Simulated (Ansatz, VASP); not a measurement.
## NaCl: VASP beside Ansatz

File INCAR:

```
SYSTEM = NaCl
PREC     = Accurate       ! precision mode
ENCUT    = 520            ! plane-wave cutoff, eV
EDIFF    = 1E-8           ! SCF threshold, eV
ISMEAR   = -1             ! smearing method
SIGMA    = 0.03           ! smearing width, eV
LREAL    = .FALSE.        ! projectors in reciprocal space
LASPH    = .TRUE.         ! aspherical terms in the spheres
NELM     = 100            ! most SCF steps
ALGO     = Normal         ! electronic algorithm
ISIF     = 2              ! what is computed and relaxed
LWAVE    = .FALSE.        ! write WAVECAR
LCHARG   = .FALSE.        ! write CHGCAR
GGA      = PS             ! functional
LEFG     = .TRUE.       
NBANDS   = 14             ! bands
```

KPOINTS

```
regular mesh
0
G
  9 9 9
  0 0 0
```

POSCAR

```
NaCl
1.0
    2.8600000000      0.0000000000      0.0000000000
    0.0000000000      2.8600000000      0.0000000000
    0.0000000000      0.0000000000      2.8028000000
Na Cl
1 1
Direct
    0.0000000000      0.0000000000      0.0000000000
    0.5000000000      0.5000000000      0.5000000000
```

Input for Ansatz:

```yaml
crystal:
  lattice:
    - [2.86, 0.0, 0.0]
    - [0.0, 2.86, 0.0]
    - [0.0, 0.0, 2.8028]
  atoms:
    - { symbol: Na, position: [0.0, 0.0, 0.0] }
    - { symbol: Cl, position: [0.5, 0.5, 0.5] }
kpoints:
  mp_grid: { grid: [9, 9, 9] }
scf:
  occupations: { method: fermi_dirac, width: 0.03 }
hamiltonian:
  xc: pbesol
  pseudopotentials: { kind: paw }
output:
  forces: true
  stress: true
  eigenvalues: true
  efg: { contact_densities: true }
```

Change from the starting cell: zz strain of -2 %, PAW files.

Alike in both runs: task electric field gradients; functional PBEsol; k mesh 9 × 9 × 9; occupations fermi-dirac, width 0.03 eV; no spin polarisation.

|  | VASP | Ansatz |
| --- | --- | --- |
| version | VASP 6.6.1 | Ansatz 0.2.0 |
| potentials or method | VASP PAW PBE potentials, release 64 (Na_pv, Cl) | PAW with Ansatz's default frozen-core files, scalar-relativistic |
| plane-wave cutoff (eV) | 520 | 420 |
| valence electrons in the cell | 14 | 16 |

```csv
,VASP,Ansatz,Ansatz less VASP
gap on the k mesh at the Fermi level (eV),4.28,4.22,-0.056
pressure (GPa),65.2,64.5,-0.71
largest component of the traceless stress (GPa),3.67,3.69,+0.019
Vzz of the field gradient on the site that differs most (V/Å²),-11.6,-12.1,-0.50
```

The two sets of potentials don't hold the same shells in valence.

Caveats: the cell as given lies far from equilibrium; so large a pressure means that the cell lies far from this level's equilibrium, or that cutoff or potentials fall short (VASP); the potentials were made for another functional, which shifts forces and pressure (VASP); an odd mesh through Γ misses points on the zone boundary, where band edges often lie.
